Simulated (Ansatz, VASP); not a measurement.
# KBr: the functional in 2 programs

The cell as given:

The structure is cubic, space group Fm-3m (No. 225). Conventional cell: a = 6.600 Å, b = 6.600 Å, c = 6.600 Å, α = 90.00°, β = 90.00°, γ = 90.00°. Around Br (site symmetry m-3m) lie 6 K at 3.30 Å. Around K (site symmetry m-3m) lie 6 Br at 3.30 Å.

Kept alike: task relaxation of cell and atoms; k mesh 7 × 7 × 7; occupations fermi-dirac, width 0.05 eV; no spin polarisation. The mesh is that of the run's cell of 2 atoms. No spin-orbit coupling.

- A: Ansatz, all-electron LAPW, scalar-relativistic
- B: VASP; PBE PAW files Br, K_sv, 600 eV (BLYP, PBE, PBEsol, revPBE); LDA PAW files Br, K_sv, 600 eV (LDA)

```csv
functional,A: volume (Å³/atom),B: volume (Å³/atom)
BLYP,39.558,39.743
LDA,32.388,32.492
PBE,37.603,37.750
PBEsol,35.107,35.284
revPBE,40.920,40.972
```

Values on potentials made for another functional: some of B. Values hold for each row's relaxed cell, which stops near the pressure aimed at (zero).

Problem. How large is the effect of the functional, and do the programs agree on it?

Solution. From LDA to revPBE the volume moves by +8.532 in A, +8.480 in B (Å³/atom). Row by row the programs differ by 0.052 to 0.185, and over this span the shifts, as printed, agree within about 1 %. Shifts from LDA: BLYP +7.170, +7.251; PBE +5.215, +5.258; PBEsol +2.719, +2.792; revPBE +8.532, +8.480; the programs' shifts differ by up to 0.081.
